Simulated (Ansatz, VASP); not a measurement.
# KF (Carobbiite) in two plane-wave programs, part 2 of 2

One calculation is typed for both programs; each brings its own data sets and cutoff. How far apart do they land? The cell is a member of a volume series, scaled by 1.04 from a relaxed one, so a pressure remains.

VASP 6.6.1 and Ansatz 0.2.0.

So far. Step 3 (Ansatz: single point, PBEsol, volume scaled by 1.04): The run ends at a pressure of -1.24 GPa.

## (7) Ansatz: single point, PBEsol, volume scaled by 0.98

Level of this step: Ansatz beside VASP: Kohn-Sham DFT, plane waves, PBEsol (Ansatz).

The same cell, functional, mesh and smearing now go to Ansatz, which takes its cutoff from its data sets.

The cell is a member of a volume series, scaled by 0.98 from a relaxed one, so a pressure remains.

File input.yaml:

```yaml
crystal:
  lattice:
    - [0.0, 2.63721114, 2.63721114]
    - [2.63721114, 0.0, 2.63721114]
    - [2.63721114, 2.63721114, 0.0]
  atoms:
    - { symbol: K, position: [0.0, 0.0, 0.0] }
    - { symbol: F, position: [0.5, 0.5, 0.5] }
hamiltonian:
  xc: pbesol
  pseudopotentials: { kind: paw }
kpoints:
  mp_grid: { grid: [11, 11, 11] }
scf:
  occupations: { method: gaussian, width: 0.05 }
  n_extra_bands: 4
output:
  forces: true
  stress: true
  eigenvalues: true
  write_density: true
  write_potential: true
  elf: true
  volumetric_format: npy
```

On the command line:

```console
$ ansatz run input.yaml --threads 2 --pin off --max-ram 4608MiB --backend cpu --events-out ev --progress --plain --runs-dir out
```

Numbers of over 12 decimals in the logs are rounded to 6 here.

The program printed:

```text
[...]
Crystal: 2 atoms, lattice volume = 36.683 Å³
Basis set: ecut = 420 eV, 725 PW (Γ), exchange–correlation on 50×50×50 points (8 copies of the dense FFT grid, shifted against one another)
Bands: 12, of which v1, the nominal top of the filled ones, is band 8 counted from 1 (7 counted from 0)
Symmetry: 48 space group operations
[...]
k-points: 56 of 1331
[...]
--- Band table (eV; the first three rows and the last of 56) ---
  k-point 0: bands = [... 4 lower, -7.4984, 1.6315, 1.6315, 1.6315, 7.8776, 12.3681, 12.3681, 12.3681]
  k-point 1: bands = [... 4 lower, -7.5016, 1.5477, 1.5993, 1.5993, 8.1219, 12.2153, 12.4852, 12.4852]
  k-point 2: bands = [... 4 lower, -7.5100, 1.3403, 1.5138, 1.5138, 8.7820, 11.9190, 12.8071, 12.8071]
  k-point 55: bands = [... 4 lower, -7.5960, 1.1852, 1.4673, 1.4730, 11.1597, 11.6591, 13.0076, 15.2387]
[key lines of the parts left out:]
SCF converged after 6 iterations
Free energy (F): -2319.104421 eV
Fermi energy:    4.754798 eV
P = ⅓ Tr σ = 0.6287 GPa (6.287 kbar)
```

Wall time 1.3 s (2 threads of Arm Neoverse V1, shared host); peak memory 0.24 GiB.

The run ends at a pressure of 0.63 GPa.

## (8) Comparison

The two programs side by side:

```
                                        quantity  Ansatz   VASP  difference
                                  pressure (GPa)    0.63   0.71       -0.08
pressure without Ansatz's Pulay correction (GPa)    0.28   0.71       -0.43
                          gap on the k mesh (eV)   6.246  6.228      +0.018
```

A gap on the mesh is an upper bound, since the band edges may lie between its points. Ansatz's pressure holds a Pulay correction of 0.35 GPa; VASP's holds none.

## (9) Ansatz: single point, PBEsol, volume scaled by 1.08

With cell and atoms fixed, the geometry can't cause a difference; cores, projectors, grids and the points listed under the comparison can. The cell compared in this pair holds 40.43 Å³, against 36.68 Å³ for the pair before.

The cell is a member of a volume series, scaled by 1.08 from a relaxed one, so a pressure remains.

input.yaml, the sections that differ from step 7:

```yaml
crystal:
  lattice:
    - [0.0, 2.72402315, 2.72402315]
    - [2.72402315, 0.0, 2.72402315]
    - [2.72402315, 2.72402315, 0.0]
  atoms:
    - { symbol: K, position: [0.0, 0.0, 0.0] }
    - { symbol: F, position: [0.5, 0.5, 0.5] }
output:
  forces: true
  stress: true
  eigenvalues: true
# hamiltonian, kpoints, scf: as in step 7
```

The program printed:

```text
[...]
Crystal: 2 atoms, lattice volume = 40.426 Å³
Basis set: ecut = 420 eV, 749 PW (Γ), exchange–correlation on 54×54×54 points (8 copies of the dense FFT grid, shifted against one another)
Bands: 12, of which v1, the nominal top of the filled ones, is band 8 counted from 1 (7 counted from 0)
Symmetry: 48 space group operations
[...]
k-points: 56 of 1331
[...]
--- Band table (eV; the first three rows and the last of 56) ---
  k-point 0: bands = [... 4 lower, -8.4981, 0.9788, 0.9788, 0.9788, 6.7467, 11.4530, 11.4530, 11.4530]
  k-point 1: bands = [... 4 lower, -8.5009, 0.9044, 0.9524, 0.9524, 6.9704, 11.3046, 11.5586, 11.5586]
  k-point 2: bands = [... 4 lower, -8.5081, 0.7240, 0.8848, 0.8848, 7.5812, 11.0048, 11.8472, 11.8472]
  k-point 55: bands = [... 4 lower, -8.5807, 0.6021, 0.7899, 0.7975, 10.2148, 10.6464, 11.8134, 13.9028]
[key lines of the parts left out:]
SCF converged after 6 iterations
Free energy (F): -2319.083405 eV
Fermi energy:    3.862945 eV
P = ⅓ Tr σ = -2.1538 GPa (-21.538 kbar)
```

Elapsed: 0.96 s, on 2 threads; peak memory 0.24 GiB; 1.8 s of CPU time.

The run ends at a pressure of -2.15 GPa.

## (10) VASP: single point, PBEsol, volume scaled by 1.08

The same cell, functional, mesh and smearing now go to VASP, with its own data sets and cutoff.

The input asks for a relaxation, which ended at its first step since no free force or stress exceeded the threshold; so it serves as a single point.

File INCAR:

```
SYSTEM = KF
PREC = Accurate
ENCUT = 520
EDIFF = 1E-08
NELM = 100
ISMEAR = 0
SIGMA = 0.05
LREAL = .FALSE.
ALGO = Normal
GGA = PS
NBANDS = 14
LORBIT = 11
LWAVE = .FALSE.
LCHARG = .FALSE.
KPAR = 12
IBRION = 2
NSW = 30
ISIF = 4
EDIFFG = -0.002
```

File POSCAR:

```
KF
1.0
    0.0000000000      2.7240231524      2.7240231524
    2.7240231524      0.0000000000      2.7240231524
    2.7240231524      2.7240231524      0.0000000000
K F
1 1
Direct
    0.0000000000      0.0000000000      0.0000000000
    0.5000000000      0.5000000000      0.5000000000
```

File KPOINTS:

```
Automatic mesh
0
Gamma
11 11 11
0 0 0
```

Potentials, in the order of the species: K_sv and F (PBE family, release 64).

On the command line:

```console
$ mpirun -np 12 vasp_std
```

The program printed:

```text
[... set-up lines as in an earlier step ...]
 entering main loop
       N       E                     dE             d eps       ncg     rms          rms(c)
DAV:   1     0.107333899534E+03    0.10733E+03   -0.80133E+03  1568   0.109E+03
DAV:   2    -0.499114956011E+01   -0.11233E+03   -0.10287E+03  2052   0.290E+02
DAV:   3    -0.951160489115E+01   -0.45205E+01   -0.44989E+01  2016   0.529E+01
DAV:   4    -0.964510768317E+01   -0.13350E+00   -0.13347E+00  2146   0.802E+00
[...]
DAV:  14    -0.850200367576E+01    0.21144E-06   -0.83790E-07  2010   0.816E-03    0.107E-03
DAV:  15    -0.850200365497E+01    0.20793E-07   -0.29597E-08  1652   0.150E-03    0.382E-04
DAV:  16    -0.850200365931E+01   -0.43397E-08   -0.33106E-09  1356   0.517E-04
   1 F= -.85020037E+01 E0= -.85020037E+01  d E =-.850200E+01
[...]
reached required accuracy - stopping structural energy minimisation
```

Parts of OUTCAR (step 10):

```text
  Total       -0.5430639     -0.5430639     -0.5430639      0.0000000      0.0000000     -0.0000000
  in kB      -21.5228188    -21.5228188    -21.5228188      0.0000000      0.0000000     -0.0000000
  external PRESSURE =     -21.5228188 kB  Pullay stress =       0.0000000 kB

 POSITION                                       TOTAL-FORCE (eV/Angst)
 -----------------------------------------------------------------------------------
      0.00000      0.00000      0.00000        -0.000000      0.000000     -0.000000
      2.72402      2.72402      2.72402         0.000000     -0.000000      0.000000
 -----------------------------------------------------------------------------------
    total drift:                                0.000000      0.000000      0.000000

  FREE ENERGIE OF THE ION-ELECTRON SYSTEM (eV)
  ---------------------------------------------------
  free  energy   TOTEN  =        -8.5020036593 eV

  energy  without entropy=       -8.5020036593  energy(sigma->0) =       -8.50200366

[... 2 parts as in an earlier step ...]

[... 2 further parts left out ...]
[key lines of the parts left out:]
E-fermi :  -2.7496
```

## (11) Differences

Compared:

```
                                        quantity  Ansatz   VASP  difference
                                  pressure (GPa)   -2.15  -2.15        0.00
pressure without Ansatz's Pulay correction (GPa)   -2.47  -2.15       -0.32
                          gap on the k mesh (eV)   5.768  5.754      +0.014
```

A gap on the mesh is an upper bound, since the band edges may lie between its points. Ansatz's pressure holds a Pulay correction of 0.32 GPa; VASP's holds none.

## (12) Results

```
difference in gap on the k mesh (single point, PBEsol, volume scaled by 1.04) : 0.016 eV
difference in gap on the k mesh (single point, PBEsol, volume scaled by 0.98) : 0.018 eV
difference in gap on the k mesh (single point, PBEsol, volume scaled by 1.08) : 0.014 eV
```

In words: The difference in gap on the k mesh is 0.018 eV (single point, PBEsol, volume scaled by 0.98), within the 0.08 eV picked in this series as the mark of a large difference. Single point, PBEsol, volume scaled by 1.04, Ansatz's all-electron LAPW method: the difference in gap on the k mesh goes from 0.016 to 0.011 eV. Such differences can come from data sets, numerical settings and the points named under the comparisons, not from the functional's error against experiment.

[Lines on the potential files, build, host, timing and source positions are cut from VASP's logs without a mark.]

[Logs are printed without paths, hosts, clocks, repeated set-up lines and the standing remarks that a program may print on its own settings, such as how far it seeks lower states.]

[Hosts, paths, dates, database ids (printed as entryN), source tags and the programs' standing remarks are cut or masked in the printed files.]
